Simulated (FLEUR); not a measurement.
## Nd under changes of volume

One of the cells (34.178 Å³/atom); the others are scaled copies at fixed shape and fractional positions:

```
Nd
1.0
     3.65700    0.00000    0.00000
    -1.82850    3.16705    0.00000
     0.00000    0.00000    5.90200
Nd
2
Direct
  0.66667 0.33333 0.75000
  0.33333 0.66667 0.25000
```

This isn't the form of Nd at room conditions, which is double hcp.

* Program: FLEUR MaX-R8.1 (later development tree)
* Functional: BLYP
* Potentials or basis: all-electron
* Basis: FLAPW
* Kmax: 4.1 1/bohr
* k mesh: 8 × 8 × 5
* Occupations: fermi-dirac, width 0.05 eV
* Spin: collinear spin, ferromagnetic start
* Starting moments: [3.0, 3.0] μB

```csv
volume (Å³/atom),energy over the lowest point (meV/atom),moment (μB per cell)
32.128,50.25,7.89
32.811,35.87,7.90
34.178,14.63,7.92
35.545,?,?
36.229,0.00,7.95
```

Problem. What does the run at 35.545 Å³/atom give?

Solution. Energy over the lowest point 3.06 meV/atom; moment 7.94 μB per cell.

Worked out: A Birch-Murnaghan fit of order 2 (a polynomial in V^(-2/3)) to the other rows has its minimum at 37.07 Å³/atom, just outside them, with B0 = V·E''(V) = 19.8 GPa at fixed shape and positions, which overstates the stiffness. It gives 2.92 meV/atom at 35.545 Å³/atom, against the run's 3.06. A straight line through the other rows of the moment, of slope 0.0146 μB per Å³/atom, gives 7.94 μB, against the run's 7.94.

Energies are extrapolated to zero smearing.

Caveats: the magnetic or orbital state may not be the lowest.
